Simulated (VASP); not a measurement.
# BN: optical spectrum, part 3 of 3

What does the band structure of BN give for its optical response? The cell is of the wurtzite type, one of the forms listed for this formula. The start is a cell from a database of measured crystal structures.

VASP 6.6.1, plane waves and PAW; the level of theory is named at each step.

So far, gap on the k-mesh (eV): step 2 (ground state, PBE) 5.40; step 3 (spectrum, PBE) 5.31; step 4 (static response with local fields, PBE) 5.31; step 5 (spectrum at r2SCAN) 5.84.

The database entry behind the starting cell has ideal inner coordinates that were not refined, so it need not match the best structure at ambient conditions.

## Step 6: Spectrum at LDA

This step: LDA; plane waves and PAW (N, B) (VASP 6.6.1).

The spectrum is made again with LDA.

INCAR

```
SYSTEM = BN
PREC = Accurate
ENCUT = 520
EDIFF = 1E-07
NELM = 100
ISMEAR = 0
SIGMA = 0.05
LREAL = .FALSE.
ALGO = Normal
GGA = CA
NBANDS = 20
LWAVE = .FALSE.
LCHARG = .FALSE.
KPAR = 4
LOPTICS = .TRUE.
NEDOS = 2000
CSHIFT = 0.15
```

POSCAR

```
BN
1.0
    2.5360000000      0.0000000000      0.0000000000
   -1.2680000000      2.1962404240      0.0000000000
    0.0000000000      0.0000000000      4.1990000000
N B
2 2
Direct
    0.3333333333      0.6666666667      0.8750000000
    0.6666666667      0.3333333333      0.3750000000
    0.3333333333      0.6666666667      0.5000000000
    0.6666666667      0.3333333333      0.0000000000
```

KPOINTS

```
Automatic mesh
0
Gamma
14 14 8
0 0 0
```

Potentials, in the order of the species: N and B (PBE family, release 64).

Run with:

```
$ mpirun -np 4 vasp_std
```

The program printed:

```text
[banner, memory and clock lines left out]
running    4 mpi-ranks, on    1 nodes
 distrk:  each k-point on    1 cores,    4 groups
 distr:  one band on    1 cores,    1 groups

 POSCAR found type information on POSCAR N B
 POSCAR found :  2 types and       4 ions
 [... a notice as in an earlier step ...]

 LDA part: xc-table for (Slater(with rela. corr.)+CA(PZ))
 , standard interpolation
 POSCAR, INCAR and KPOINTS ok, starting setup
 FFT: planning ... GRIDC
 FFT: planning ... GRID_SOFT
 FFT: planning ... GRID
 WAVECAR not read
 entering main loop
       N       E                     dE             d eps       ncg     rms          rms(c)
DAV:   1     0.343228487362E+02    0.34323E+02   -0.79347E+03  4816   0.780E+02
DAV:   2    -0.385476304780E+02   -0.72870E+02   -0.68724E+02  6172   0.207E+02
DAV:   3    -0.406401724202E+02   -0.20925E+01   -0.20754E+01  5800   0.297E+01
DAV:   4    -0.406446981288E+02   -0.45257E-02   -0.45252E-02  5204   0.149E+00
DAV:   5    -0.406447034230E+02   -0.52943E-05   -0.52945E-05  5620   0.520E-02    0.939E+00
DAV:   6    -0.387825393173E+02    0.18622E+01   -0.14192E+00  5244   0.107E+01    0.449E+00
DAV:   7    -0.385763807338E+02    0.20616E+00   -0.27140E-01  5416   0.369E+00    0.266E+00
DAV:   8    -0.385203823084E+02    0.55998E-01   -0.49633E-02  5428   0.155E+00    0.263E-01
DAV:   9    -0.385193728929E+02    0.10094E-02   -0.19164E-03  5268   0.421E-01    0.158E-01
DAV:  10    -0.385193135656E+02    0.59327E-04   -0.17272E-04  5568   0.102E-01    0.156E-02
DAV:  11    -0.385193128677E+02    0.69790E-06   -0.91782E-06  5412   0.245E-02    0.122E-02
DAV:  12    -0.385193126503E+02    0.21735E-06   -0.10111E-06  5352   0.987E-03    0.689E-04
DAV:  13    -0.385193126508E+02   -0.47919E-09   -0.57605E-08  2760   0.208E-03
   1 F= -.38519313E+02 E0= -.38519313E+02  d E =-.814314E-11
 optical routines
 imaginary and real dielectric function
 recalculating local potential from charge density
 direction            1
 direction            2
 direction            3
```

The job ended after 10 s (4 MPI ranks of Intel Xeon Platinum 8488C (Sapphire Rapids), shared host; peak memory 0.78 GiB).

OUTCAR, selected parts (step 6):

```text
   NELECT =      16.0000    total number of electrons

 E-fermi :   7.6353

 k-point     1 :       0.0000    0.0000    0.0000
  band No.  band energies     occupation
    ...
      4       5.2978      2.00000
      5       5.2978      2.00000
      6       7.1864      2.00000
      7       7.4397      2.00000
      8       7.4397      2.00000
      9      15.7561      0.00000
     10      15.7561      0.00000
     11      15.9586      0.00000
     12      17.2154      0.00000
     13      18.4545      0.00000
    ...

  Total       -0.6220146     -0.6220146     -0.7485881      0.0000000      0.0000000      0.0000000
  in kB      -42.6124160    -42.6124160    -51.2836002      0.0000000      0.0000000      0.0000000
  external PRESSURE =     -45.5028108 kB  Pullay stress =       0.0000000 kB

 POSITION                                       TOTAL-FORCE (eV/Angst)
 -----------------------------------------------------------------------------------
     -0.00000      1.46416      3.67413        -0.000000      0.000000     -0.052409
      1.26800      0.73208      1.57462         0.000000     -0.000000     -0.052409
     -0.00000      1.46416      2.09950         0.000000     -0.000000      0.052409
      1.26800      0.73208      0.00000         0.000000      0.000000      0.052409
 -----------------------------------------------------------------------------------
    total drift:                               -0.000000      0.000000     -0.000116

  FREE ENERGIE OF THE ION-ELECTRON SYSTEM (eV)
  ---------------------------------------------------
  free  energy   TOTEN  =       -38.5193126508 eV

  energy  without entropy=      -38.5193126508  energy(sigma->0) =      -38.51931265

[... 10 parts as in an earlier step ...]

[... 7 further parts left out ...]
```

The PAW data sets were made with PBE, though LDA sets exist; this is a small mismatch.

Numbers from this step:

* free energy (TOTEN): -38.52 eV
* Fermi energy: 7.635 eV
* pressure: -4.550 GPa
* gap on the k-mesh: 5.080 eV
* least direct gap on the k-mesh: 8.243 eV

Absorption under the direct gap is the tail of the CSHIFT broadening, and fine structure depends on the mesh. The imaginary dielectric function by photon energy; read off at these points:

```tsv
photon energy (eV)	xx	zz
0.00	0	0
0.50	0.00356	0.00399
1.00	0.00712	0.00805
1.50	0.0109	0.0123
2.00	0.0148	0.0169
2.50	0.0193	0.0219
3.00	0.0241	0.0276
3.50	0.0297	0.0341
4.00	0.0362	0.0420
4.50	0.0439	0.0514
5.00	0.0533	0.0632
5.50	0.0652	0.0785
6.00	0.0805	0.0991
6.50	0.101	0.128
7.00	0.131	0.173
7.50	0.177	0.251
8.00	0.263	0.432
8.50	0.563	1.42
9.00	1.23	3.33
9.50	2.74	6.43
10.00	6.1	9.97
10.39	11.7	14.1
10.50	13.0	13.6
10.56	13.4	13.4
11.00	12.2	12.3
11.26	14.7	10.3
11.50	13.3	9.10
12.00	10.1	7.78
12.50	9.30	7.52
13.00	7.70	8.53
13.34	7.39	9.61
13.50	7.55	8.87
14.00	7.27	7.71
14.50	7.17	6.04
15.00	5.60	4.67
15.50	4.58	4.89
16.00	3.72	3.21
16.50	3.74	3.17
17.00	2.66	2.37
17.50	2.60	2.07
18.00	2.21	1.81
18.50	1.93	1.42
19.00	1.80	1.61
19.50	1.52	1.43
20.00	1.50	1.76
20.50	1.24	1.45
21.00	1.22	1.28
21.50	1.01	1.30
22.00	1.19	1.48
22.50	1.08	0.930
23.00	1.03	1.09
23.50	0.917	0.845
24.00	1.01	0.732
24.50	0.920	0.798
25.00	0.669	0.715
```

Table of real dielectric function by photon energy:

```tsv
photon energy (eV)	xx	zz
0.0	4.60	4.77
0.5	4.61	4.78
1.0	4.63	4.80
1.5	4.66	4.83
2.0	4.70	4.88
2.5	4.76	4.94
3.0	4.83	5.03
3.5	4.92	5.13
4.0	5.03	5.26
4.5	5.16	5.41
5.0	5.32	5.60
5.5	5.52	5.84
6.0	5.76	6.13
6.5	6.06	6.50
7.0	6.44	7.00
7.5	6.95	7.69
8.0	7.65	8.75
8.5	8.69	10.5
9.0	10.0	11.7
9.5	11.9	13.2
10.0	13.5	11.0
10.5	11.3	6.03
11.0	7.30	1.98
11.5	2.81	1.01
12.0	0.758	1.38
12.5	-1.06	-0.230
13.0	-0.611	1.33
13.5	-0.286	-1.43
14.0	-1.06	-2.27
14.5	-2.01	-2.75
15.0	-3.36	-2.49
15.5	-2.82	-3.04
16.0	-2.53	-2.72
16.5	-2.84	-2.47
17.0	-2.27	-2.54
17.5	-2.11	-2.11
18.0	-1.93	-1.87
18.5	-1.70	-1.35
19.0	-1.50	-0.888
19.5	-1.56	-0.976
20.0	-1.25	-1.08
20.5	-1.14	-1.06
21.0	-1.06	-0.917
21.5	-0.872	-0.602
22.0	-0.693	-1.03
22.5	-0.784	-0.940
23.0	-0.676	-0.634
23.5	-0.623	-0.678
24.0	-0.711	-0.554
24.5	-0.665	-0.528
25.0	-0.661	-0.584
```

## Step 7: Spectrum, one more run

This step: PBE; plane waves and PAW (N, B) (VASP 6.6.1).

A run with a slip in its input follows, to show how it looks in the output.

INCAR, as its differences from that of step 6:

```diff
@@ -9,3 +9,3 @@
 ALGO = Normal
-GGA = CA
+GGA = PE
 NBANDS = 20
@@ -16,2 +16,2 @@
 NEDOS = 2000
-CSHIFT = 0.15
+CSHIFT = 2
```

POSCAR is that of step 6.

KPOINTS is that of step 6.

Run with:

```
$ mpirun -np 4 vasp_std
```

The program printed:

```text
[... set-up lines as in an earlier step ...]
 entering main loop
       N       E                     dE             d eps       ncg     rms          rms(c)
[... 13 cycles as in an earlier step ...]
   1 F= -.34818979E+02 E0= -.34818979E+02  d E =-.161303E-11
 optical routines
 imaginary and real dielectric function
 recalculating local potential from charge density
 direction            1
 direction            2
 direction            3
```

Elapsed: 9.4 s, on 4 MPI ranks; peak memory 0.81 GiB; 35 s of CPU time.

From OUTCAR (step 7):

```text
   NELECT =      16.0000    total number of electrons

 E-fermi :   7.8863

[... 21 parts as in an earlier step ...]

[... 1 further part left out ...]
```

The run converged, but on settings that are not sound, so its numbers are not to be trusted.

Energy and pressure equal those of the sound run on this cell, within 0.05 meV an atom and 0.01 GPa.

The fault in the input: broadening far too wide (CSHIFT = 2.0). 

## Step 8: Results

```yaml
pbe_independent_particles: eps xx at zero frequency 4.56, centre of weight of eps2 xx, over the range kept, at 13.81 eV, mesh 14×14×8
r2scan_independent_particles: eps xx at zero frequency 4.29, centre of weight of eps2 xx, over the range kept, at 14.54 eV, mesh 14×14×8
lda_independent_particles: eps xx at zero frequency 4.60, centre of weight of eps2 xx, over the range kept, at 13.73 eV, mesh 14×14×8
pbe_with_local_fields: eps 4.53, 4.53, 4.70
```

What this shows: Local fields, and the bands above those summed, take the mean static value from 4.62 to 4.59. Excitons and quasiparticle shifts are absent, so the onset tends to lie too low and its shape can differ. The given cell is kept, although it stands at +8.3 GPa at PBE and ENCUT = 520 eV, which holds the mismatch of the given cell with this functional and any basis-set error. The run with broadening far too wide isn't used: the broadening washes out the structure.

[Lines on the potential files, build, host, timing and source positions are cut from VASP's logs without a mark.]

[Logs are printed without paths, hosts, clocks, repeated set-up lines and the standing remarks that a program may print on its own settings, such as how far it seeks lower states.]

[Hosts, paths, dates, database ids (printed as entryN), source tags and the programs' standing remarks are cut or masked in the printed files.]
